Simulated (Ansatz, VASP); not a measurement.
**BN in two plane-wave programs**

One calculation is typed for both programs; each brings its own data sets and cutoff. How far apart do they land? The cell is taken from a series of VASP runs on this material, whose earlier steps may have relaxed, scaled or displaced it; both programs get it as it stands.

Main program and level: Ansatz 0.2.0; plane waves, with VASP 6.6.1 beside it; band structure at r2SCAN and single point at r2SCAN.

### Step 1. Set-up

The structure is hexagonal, space group P6_3/mmc (No. 194). The conventional cell has a = 2.503 Å, b = 2.503 Å, c = 6.794 Å, α = 90.00°, β = 90.00°, γ = 120.00°. Nearest to B lie 3 N at 1.44 Å. N has 3 B at 1.44 Å nearest. Farther neighbours and most contacts between anions are not listed.

### Step 2. Ansatz: band structure, r2SCAN

Ansatz runs on its default PAW (the set named soft_2) files.

The same path points are solved in both programs, so levels can be compared one by one.

File input.yaml:

```yaml
crystal:
  lattice:
    - [2.5025513874, 0.0, 0.0]
    - [-1.2512756937, 2.1672730759, 0.0]
    - [0.0, 0.0, 6.7941535949]
  atoms:
    - { symbol: B, position: [0.3333333333, 0.6666666667, 0.25] }
    - { symbol: B, position: [0.6666666667, 0.3333333333, 0.75] }
    - { symbol: "N", position: [0.3333333333, 0.6666666667, 0.75] }
    - { symbol: "N", position: [0.6666666667, 0.3333333333, 0.25] }
hamiltonian:
  xc: r2scan
  pseudopotentials: { kind: paw }
kpoints:
  mp_grid: { grid: [9, 9, 3] }
  band_path:
    path:
      - [0.0, 0.0, 0.0]
      - [0.13333, 0.0, 0.0]
      - [0.3, 0.0, 0.0]
      - [0.46667, 0.0, 0.0]
      - [0.5, 0.0, 0.0]
      - [0.46667, 0.06667, 0.0]
      - [0.41111, 0.17778, 0.0]
      - [0.35556, 0.28889, 0.0]
      - [0.31111, 0.31111, 0.0]
      - [0.28889, 0.28889, 0.0]
      - [0.17778, 0.17778, 0.0]
      - [0.06667, 0.06667, 0.0]
      - [0.0, 0.0, 0.03333]
      - [0.0, 0.0, 0.2]
      - [0.0, 0.0, 0.36667]
      - [0.0, 0.0, 0.5]
      - [0.16667, 0.0, 0.5]
      - [0.3, 0.0, 0.5]
      - [0.46667, 0.0, 0.5]
      - [0.46667, 0.06667, 0.5]
      - [0.41111, 0.17778, 0.5]
      - [0.35556, 0.28889, 0.5]
      - [0.28889, 0.28889, 0.5]
      - [0.17778, 0.17778, 0.5]
      - [0.06667, 0.06667, 0.5]
      - [0.5, 0.0, 0.46667]
      - [0.5, 0.0, 0.3]
      - [0.5, 0.0, 0.13333]
      - [0.33333, 0.33333, 0.0]
      - [0.33333, 0.33333, 0.16667]
      - [0.33333, 0.33333, 0.33333]
      - [0.33333, 0.33333, 0.5]
    npoints: 1
scf:
  occupations: { method: gaussian, width: 0.05 }
  n_extra_bands: 8
output:
  forces: true
  stress: true
  eigenvalues: true
```

The run is started by

```
$ ansatz run input.yaml --threads 2 --pin off --max-ram 4608MiB --backend cpu --events-out ev --progress --plain --runs-dir out
```

Numbers of over 12 decimals in the logs are rounded to 6 here.

The program printed:

```text
scf.n_extra_bands = 8 over 8 filled bands (N_el = 16.0): the run solves 16 bands
Engine: ansatz 0.2.0, aarch64-unknown-linux-gnu
Pseudopotentials: kind: paw
Pseudopotential: B, paw, valence charge 3, recommended cutoff 500 eV (meta_gga), B.paw.azcp
Pseudopotential: N, paw, valence charge 5, recommended cutoff 500 eV (meta_gga), N.paw.azcp
Functional definition: r2SCAN
  parameter k0 = 0.174
  parameter k1 = 0.065
  parameter a1 = 4.9479
  exchange = r2scan_x(k0 = k0, k1 = k1, a1 = a1)
  correlation = r2scan_c
Crystal: 4 atoms, lattice volume = 36.850 Å³
Basis set: ecut = 500 eV, 955 PW (Γ), exchange–correlation on 80×80×200 points (64 copies of the dense FFT grid, shifted against one another)
Bands: 16, of which v1, the nominal top of the filled ones, is band 8 counted from 1 (7 counted from 0)
Symmetry: 24 space group operations
Space group: P63/mmc (ITA 194), of the structure as read, at distance tolerance 3.3e-5 Å
k-points: 24 of 243
Non-local potential: B, projectors of the file, l = 0: 2, l = 1: 2, l = 2: 1
Non-local potential: N, projectors of the file, l = 0: 2, l = 1: 2, l = 2: 1
PAW form: soft (Blöchl's): semilocal exchange-correlation on the pseudo side does not see the compensation charge
PAW frozen core: B, regenerated for the run's functional (the file was generated under x = pbe(κ = 0.804, μ = 0.219515), c = pbe(β = 0.066725))
PAW frozen core: N, regenerated for the run's functional (the file was generated under x = pbe(κ = 0.804, μ = 0.219515), c = pbe(β = 0.066725))
PAW one-centre angular grid: B, 302 points (default); XC on 160 Gauss nodes
PAW one-centre angular grid: N, 302 points (default); XC on 160 Gauss nodes
Initial density: superposition of atomic densities (neutral atoms: chi_scale 0, normalization atom), corrected by the library's trained network
Initial wavefunctions: pseudopotential atomic-orbital guess
Functional: x = r2scan, c = r2scan; τ floored in thin density (d = 2e-4 eV/Å³)
SCF iter   1: F=—  HF=-1088.118338 eV  |F-HF|=—  |Δ(HF+E_count)|=         —  Δρ=8.47e-3  dr2=1.92e-2  dr2_τ=6.89e-1  ethr=1.77e-3  ⟨swp⟩=6.6  Hψ=2132  notcnv=0  defer=22
preconditioner: auto → none  [insulator: Δε(μ)=5.036 eV  Ē_g=19.716 eV  σ=0.050 eV  W_gap=1.00  n_scr=4 (ndim 8)  ℏωp=24.5 eV  f_vac=0.032  D(μ)=0.00/eV (n_scr^D=0)  ε∞_Penn≈2.5]
SCF iter   2: F=—  HF=-1088.248952 eV  |F-HF|=—  |Δ(HF+E_count)|=   1.31e-1  Δρ=5.06e-3  dr2=4.16e-3  dr2_τ=2.92e-4  ethr=1.20e-4  ⟨swp⟩=2.4  Hψ=921  notcnv=0  defer=50
SCF iter   3: F=—  HF=-1088.248708 eV  |F-HF|=—  |Δ(HF+E_count)|=   2.44e-4  Δρ=8.75e-4  dr2=2.17e-4  dr2_τ=1.05e-4  ethr=2.60e-5  ⟨swp⟩=2.8  Hψ=593  notcnv=0  defer=50
SCF iter   4: F=—  HF=-1088.248683 eV  |F-HF|=—  |Δ(HF+E_count)|=   2.41e-5  Δρ=2.88e-4  dr2=2.23e-5  dr2_τ=1.90e-6  ethr=1.36e-6  ⟨swp⟩=2.0  Hψ=496  notcnv=0  defer=50
SCF iter   5: F=—  HF=-1088.248678 eV  |F-HF|=—  |Δ(HF+E_count)|=   4.94e-6  Δρ=1.04e-4  dr2=2.36e-6  dr2_τ=2.47e-7  ethr=1.39e-7  ⟨swp⟩=2.1  Hψ=515  notcnv=0  defer=50
SCF iter   6: F=—  HF=-1088.248679 eV  |F-HF|=—  |Δ(HF+E_count)|=   6.85e-7  Δρ=4.18e-5  dr2=4.30e-7  dr2_τ=9.42e-9  ethr=1.48e-8  ⟨swp⟩=2.0  Hψ=469  notcnv=0  defer=50
SCF iter   7: F=-1088.248679 eV  HF=-1088.248679 eV  |F-HF|=2.26e-10  |Δ(HF+E_count)|=   4.41e-8  Δρ=5.45e-6  dr2=5.54e-9  dr2_τ=3.86e-10  ethr=6.25e-10  ⟨swp⟩=9.4  Hψ=1877  notcnv=0
SCF 1 converged in 7 iterations: F = -1088.248679 eV  dr2 = 5.54e-9
  greatest PAW one-centre occupation: 0.805 electrons in one spin orbital (limit 2), on the N atom at site 3 (counted from 0), in its partial waves of l = 0
NSCF: frozen V_eff on 32 k-points
SCF converged after 7 iterations
Free energy (F): -1088.248679 eV
Harris-Foulkes:  -1088.248679 eV  (|F-HF|=2.26e-10)
Internal energy: -1088.248679 eV  (E = F + TS)
E sigma→0 (E₀):  -1088.248679 eV
Fermi energy:    6.739610 eV
--- Per-component energies (eV) ---
  E_band       = -51.504106
  E_kinetic    = 367.152123
  E_local      = -715.720672  (includes V_loc(G=0)·N_el)
  E_nonlocal   = 114.099178
  E_hartree    = 233.958332
  E_xc         = -181.981049
  E_vxc        = -252.379664  (∫ρ·V_xc dr)
  E_paw        = -419.657842  (= ΣΔE_a)
  E_vpaw       = -47.027828  (= ΣTr[D̂ρ^β])
  E_aug_tail   = 0.000038  (compensation charges beyond the density's cutoff)
  E_vtau       = 14.456711  (kinetic-family band-sum trace: ∫τ·v_τ [+ j·A + Jᵃ·Aᵃ] dr)
  E_ewald      = -486.002774
  E_core_change = -0.096013  (= ΣΔE_core)
  E_smearing   = -0.000000  (= −TS)
  E_closure    = 0.000000  (closes the sum)
  Σ components = -1088.248679   (vs F -1088.248679, Δ=0.00e0)
--- Forces (eV/Å), atoms counted from 1 ---
  atom   1  B      0.00000000     0.00000000    -0.00000000
  atom   2  B      0.00000000    -0.00000000     0.00000000
  atom   3  N     -0.00000000     0.00000000     0.00000000
  atom   4  N      0.00000000    -0.00000000    -0.00000000
  max |Σ_I F_I| component: 9.25e-18 eV/Å
--- Stress (GPa, compression-positive) ---
       -0.711503       0.000000       0.000000
       -0.000000      -0.711503       0.000000
        0.000000       0.000000       0.301577
  P = ⅓ Tr σ = -0.3738 GPa (-3.738 kbar)
--- Band table (eV; the first three rows and the last of 24) ---
  k-point 0: bands = [... 4 lower, 2.8988, 2.8988, 2.9296, 2.9296, 9.7190, 15.0089, 16.6427, 16.6427, ... 4 higher]
  k-point 1: bands = [... 4 lower, 2.9065, 2.9065, 2.9219, 2.9219, 10.8868, 13.3748, 16.6696, 16.6696, ... 4 higher]
  k-point 2: bands = [... 4 lower, 1.8899, 1.9151, 2.4381, 2.4748, 10.1606, 14.8883, 16.3288, 16.6363, ... 4 higher]
  k-point 23: bands = [... 4 lower, -3.2262, -3.2262, 4.2321, 4.2321, 9.5962, 9.5962, 16.1227, 17.6144, ... 4 higher]
```

Wall time 3.4 s (2 threads of Arm Neoverse N1, shared host); peak memory 0.34 GiB; 6 s of CPU time.

In the SCF lines HF is the Harris–Foulkes energy and dr2 the Hartree energy of the density residual, in eV; the loop may stop once dr2 is under the threshold and the program's other checks hold. Hψ counts applications of the Hamiltonian.

### Step 3. VASP: band structure, r2SCAN

The same cell, functional, mesh and smearing now go to VASP, with its own data sets and cutoff.

Lines of VASP's logs that name or quote its potential files are left out, and so is its time.

File INCAR:

```
SYSTEM = BN
PREC = Accurate
ENCUT = 520
EDIFF = 1E-06
NELM = 100
ISMEAR = 0
SIGMA = 0.05
LREAL = .FALSE.
ALGO = Normal
METAGGA = R2SCAN
LASPH = .TRUE.
NBANDS = 22
LORBIT = 11
LWAVE = .FALSE.
LCHARG = .FALSE.
KPAR = 4
```

File POSCAR:

```
BN
1.0
    2.5025513874      0.0000000000      0.0000000000
   -1.2512756937      2.1672730759      0.0000000000
    0.0000000000      0.0000000000      6.7941535949
B N
2 2
Direct
    0.3333333333      0.6666666667      0.2500000000
    0.6666666667      0.3333333333      0.7500000000
    0.3333333333      0.6666666667      0.7500000000
    0.6666666667      0.3333333333      0.2500000000
```

File KPOINTS:

```
Automatic mesh
0
Gamma
9 9 3
0 0 0
```

File KPOINTS_OPT:

```
Line mode
16
Line-mode
Reciprocal
  0.00000000   0.00000000   0.00000000 GAMMA
  0.50000000   0.00000000   0.00000000 M

  0.50000000   0.00000000   0.00000000 M
  0.33333333   0.33333333   0.00000000 K

  0.33333333   0.33333333   0.00000000 K
  0.00000000   0.00000000   0.00000000 GAMMA

  0.00000000   0.00000000   0.00000000 GAMMA
  0.00000000   0.00000000   0.50000000 A

  0.00000000   0.00000000   0.50000000 A
  0.50000000   0.00000000   0.50000000 L

  0.50000000   0.00000000   0.50000000 L
  0.33333333   0.33333333   0.50000000 H

  0.33333333   0.33333333   0.50000000 H
  0.00000000   0.00000000   0.50000000 A

  0.50000000   0.00000000   0.50000000 L
  0.50000000   0.00000000   0.00000000 M

  0.33333333   0.33333333   0.00000000 K
  0.33333333   0.33333333   0.50000000 H
```

The projector-augmented-wave data sets are B and N (PBE family, release 64).

The run is started by

```
$ mpirun -np 4 vasp_std
```

The program printed:

```text
[banner, memory and clock lines left out]
running    4 mpi-ranks, on    1 nodes
 distrk:  each k-point on    1 cores,    4 groups
 distr:  one band on    1 cores,    1 groups

 POSCAR found type information on POSCAR B N
 POSCAR found :  2 types and       4 ions
|                                                                             |
|               ----> ADVICE to this user running VASP <----                  |
|                                                                             |
|     You enforced a specific xc type in the INCAR file but a different       |
|     [... a line on the potential file left out ...]
|     I HOPE YOU KNOW WHAT YOU ARE DOING!                                     |
|                                                                             |

 LDA part: xc-table for (None), standard interpolation
 POSCAR, INCAR and KPOINTS ok, starting setup
 FFT: planning ... GRIDC
 FFT: planning ... GRID_SOFT
 FFT: planning ... GRID
 WAVECAR not read
 entering main loop
       N       E                     dE             d eps       ncg     rms          rms(c)
DAV:   1     0.402118012071E+02    0.40212E+02   -0.76337E+03  1056   0.690E+02
DAV:   2    -0.437830382578E+02   -0.83995E+02   -0.78279E+02  1312   0.192E+02
DAV:   3    -0.466967551725E+02   -0.29137E+01   -0.28934E+01  1364   0.313E+01
DAV:   4    -0.467102506856E+02   -0.13496E-01   -0.13494E-01  1180   0.242E+00
DAV:   5    -0.467103242982E+02   -0.73613E-04   -0.73612E-04  1316   0.154E-01    0.110E+01
DAV:   6    -0.387458289914E+02    0.79645E+01   -0.18674E+00  1230   0.103E+01    0.545E+00
DAV:   7    -0.386133942209E+02    0.13243E+00   -0.75011E-01  1220   0.517E+00    0.306E+00
DAV:   8    -0.385994302992E+02    0.13964E-01   -0.84205E-02  1292   0.213E+00    0.454E-01
DAV:   9    -0.385954271327E+02    0.40032E-02   -0.11853E-02  1242   0.978E-01    0.206E-01
DAV:  10    -0.385956249587E+02   -0.19783E-03   -0.13914E-03  1136   0.275E-01    0.107E-01
DAV:  11    -0.385957913981E+02   -0.16644E-03   -0.24753E-04  1170   0.124E-01    0.213E-02
DAV:  12    -0.385958033788E+02   -0.11981E-04   -0.22683E-05  1278   0.306E-02    0.917E-03
DAV:  13    -0.385958039115E+02   -0.53274E-06   -0.14523E-06  1178   0.903E-03
   1 F= -.38595804E+02 E0= -.38595804E+02  d E =-.240587E-17
 Start KPOINTS_OPT (optional k-point list driver)
k-point batch [1-24\144]
       N       E                     dE             ncg
DAV:   1    -0.111844884665E+03   -0.12285E+05     1056
DAV:   2    -0.204110008428E+04   -0.19293E+04     1334
DAV:   3    -0.210379840034E+04   -0.62698E+02     1370
DAV:   4    -0.210401086868E+04   -0.21247E+00     1166
DAV:   5    -0.210401162169E+04   -0.75301E-03     1296
DAV:   6    -0.210401162642E+04   -0.47354E-05     1240
DAV:   7    -0.210401162646E+04   -0.33666E-07     1088
[...]
k-point batch [121-144\144]
       N       E                     dE             ncg
DAV:   1    -0.375440063232E+03   -0.20147E+05     1056
DAV:   2    -0.214652314771E+04   -0.17711E+04     1294
DAV:   3    -0.220586032578E+04   -0.59337E+02     1374
DAV:   4    -0.220607867139E+04   -0.21835E+00     1118
DAV:   5    -0.220607947631E+04   -0.80492E-03     1282
DAV:   6    -0.220607948079E+04   -0.44781E-05     1242
DAV:   7    -0.220607948082E+04   -0.27363E-07     1116
```

Parts of OUTCAR (step 3):

```text
ion  position               nearest neighbor table
   1  0.333  0.667  0.250-   4 1.44   4 1.44   4 1.44
   2  0.667  0.333  0.750-   3 1.44   3 1.44   3 1.44
   3  0.333  0.667  0.750-   2 1.44   2 1.44   2 1.44
   4  0.667  0.333  0.250-   1 1.44   1 1.44   1 1.44

  LATTYP: Found a hexagonal cell.
 ALAT       =     2.5025513874
 C/A-ratio  =     2.7148907427

 Subroutine GETGRP returns: Found 24 space group operations
 (whereof 12 operations were pure point group operations)

The static configuration has the point symmetry D_3d.
 The point group associated with its full space group is D_6h.

 Found     24 irreducible k-points:

   k-points           NKPTS =     24   k-points in BZ     NKDIM =     24   number of bands    NBANDS=     22

   dimension x,y,z NGX =    20 NGY =   20 NGZ =   54
   dimension x,y,z NGXF=    40 NGYF=   40 NGZF=  108

   ENCUT  =  520.0 eV  38.22 Ry    6.18 a.u.   4.65  4.65 12.63*2*pi/ulx,y,z

   NELECT =      16.0000    total number of electrons

 k-points in reciprocal lattice and weights: Automatic mesh
   0.00000000  0.00000000  0.00000000       0.004
   0.11111111  0.00000000  0.00000000       0.025
   0.22222222  0.00000000  0.00000000       0.025
   0.33333333 -0.00000000  0.00000000       0.025
   0.44444444  0.00000000  0.00000000       0.025
   0.11111111  0.11111111  0.00000000       0.025
   0.22222222  0.11111111  0.00000000       0.049
   0.33333333  0.11111111  0.00000000       0.049
   0.44444444  0.11111111  0.00000000       0.025
[...]
0.33333333  0.22222222  0.33333333       0.099
   0.33333333  0.33333333  0.33333333       0.016

 average (electrostatic) potential at core
       1 -30.7051       2 -30.7051       3 -68.0170       4 -68.0170

 E-fermi :   2.1116

 k-point     1 :       0.0000    0.0000    0.0000
  band No.  band energies     occupation
    ...
      4      -2.4916      2.00000
      5       0.4858      2.00000
      6       0.4858      2.00000
      7       0.5167      2.00000
      8       0.5167      2.00000
      9       7.3117      0.00000
     10      12.6060      0.00000
     11      14.1593      0.00000
     12      14.1593      0.00000
     13      14.2693      0.00000
    ...

 k-point     2 :       0.1111    0.0000    0.0000
  band No.  band energies     occupation
    ...
      4      -2.1794      2.00000
      5      -0.5227      2.00000
      6      -0.4972      2.00000
      7       0.0229      2.00000
      8       0.0597      2.00000
      9       7.7514      0.00000
     10      12.4882      0.00000
     11      13.8752      0.00000
     12      14.1667      0.00000
     13      15.1782      0.00000
    ...

 k-point     3 :       0.2222    0.0000    0.0000
  band No.  band energies     occupation
    ...
      4      -2.8308      2.00000
      5      -2.7881      2.00000
      6      -1.2802      2.00000
      7      -0.9611      2.00000
      8      -0.9153      2.00000
      9       8.8698      0.00000
     10      11.7215      0.00000
     11      12.7706      0.00000
     12      13.3078      0.00000
     13      14.0142      0.00000
    ...

  Total        0.0055152      0.0055152      0.0127024      0.0000000      0.0000000      0.0000000
  in kB        0.2397938      0.2397938      0.5522869      0.0000000      0.0000000      0.0000000
  external PRESSURE =       0.3439581 kB  Pullay stress =       0.0000000 kB

  energy-cutoff  :      520.00
  volume of cell :       36.85
      direct lattice vectors                 reciprocal lattice vectors
     2.502551387  0.000000000  0.000000000     0.399592194  0.230704661  0.000000000
    -1.251275694  2.167273076  0.000000000     0.000000000  0.461409322  0.000000000
     0.000000000  0.000000000  6.794153595     0.000000000  0.000000000  0.147185368

 POSITION                                       TOTAL-FORCE (eV/Angst)
 -----------------------------------------------------------------------------------
     -0.00000      1.44485      1.69854        -0.000000     -0.000000      0.000000
      1.25128      0.72242      5.09562         0.000000     -0.000000      0.000000
     -0.00000      1.44485      5.09562        -0.000000      0.000000      0.000000
      1.25128      0.72242      1.69854         0.000000     -0.000000      0.000000
 -----------------------------------------------------------------------------------
    total drift:                               -0.000000      0.000000      0.000000

  FREE ENERGIE OF THE ION-ELECTRON SYSTEM (eV)
  ---------------------------------------------------
  free  energy   TOTEN  =       -38.5958039115 eV

  energy  without entropy=      -38.5958039115  energy(sigma->0) =      -38.59580391

 total charge
# of ion       s       p       d       tot
------------------------------------------
    1        0.745   1.404   0.000   2.149
    2        0.745   1.404   0.000   2.149
    3        1.238   2.825   0.000   4.063
    4        1.238   2.825   0.000   4.063
--------------------------------------------------
tot          3.967   8.457   0.000  12.423

[... 3 further parts left out ...]
```

The run ends at a pressure of 0.03 GPa.

### Step 4. Side by side

Known differences besides the potentials themselves: VASP keeps PBE cores, Ansatz makes them for the functional; the cutoff is 500 eV in Ansatz and 520 eV in VASP. Total energies have different zeros and are not compared.

Both answers:

| quantity | Ansatz | VASP | difference |
| --- | --- | --- | --- |
| pressure (GPa) | -0.37 | 0.03 | -0.41 |
| gap over the path points (eV) | 4.831 | 4.870 | -0.039 |

Levels at points of the path, from each program's valence-band top (eV; 4 filled, then empty):

| k (reciprocal lattice) | Ansatz | VASP |
| --- | --- | --- |
| 0.000 0.000 0.000 | -1.39 -1.39 -1.35 -1.35 5.43 10.72 12.36 | -1.39 -1.39 -1.36 -1.36 5.44 10.73 12.29 |
| 0.133 0.000 0.000 | -2.79 -2.76 -2.02 -1.98 6.05 10.53 11.93 | -2.79 -2.77 -2.03 -1.99 6.05 10.54 11.89 |
| 0.300 0.000 0.000 | -3.94 -3.50 -3.44 -2.27 8.06 8.38 9.02 | -3.93 -3.50 -3.45 -2.25 8.06 8.42 9.06 |
| 0.467 0.000 0.000 | -4.29 -4.24 -1.56 -0.58 4.97 6.27 10.08 | -4.30 -4.25 -1.55 -0.58 5.01 6.32 10.09 |
| 0.500 0.000 0.000 | -4.32 -4.26 -1.42 -0.53 4.83 6.15 10.15 | -4.33 -4.27 -1.42 -0.52 4.87 6.20 10.17 |
| 0.467 0.067 0.000 | -4.59 -4.53 -1.35 -0.47 4.88 6.14 10.49 | -4.59 -4.54 -1.34 -0.47 4.92 6.18 10.51 |
| 0.411 0.178 0.000 | -5.89 -5.82 -0.93 -0.21 5.13 5.98 12.08 | -5.89 -5.83 -0.92 -0.21 5.18 6.03 12.09 |
| 0.356 0.289 0.000 | -7.29 -7.26 -0.30 -0.01 5.36 5.60 11.44 | -7.29 -7.26 -0.30 -0.01 5.42 5.66 11.42 |
| 0.311 0.311 0.000 | -7.32 -7.30 -0.34 0.00 5.40 5.61 11.42 | -7.32 -7.30 -0.34 0.00 5.46 5.67 11.41 |
| 0.289 0.289 0.000 | -6.95 -6.92 -0.75 -0.07 5.53 5.89 11.80 | -6.95 -6.92 -0.75 -0.06 5.59 5.94 11.79 |

Among the levels compared at these points, filled levels agree within 14 meV and empty ones within 74 meV.

(Continued in part 2 of 2.)

[Lines on the potential files, build, host, timing and source positions are cut from VASP's logs without a mark.]

[Logs are printed without paths, hosts, clocks, repeated set-up lines and the standing remarks that a program may print on its own settings, such as how far it seeks lower states.]

[Hosts, paths, dates, database ids (printed as entryN), source tags and the programs' standing remarks are cut or masked in the printed files.]
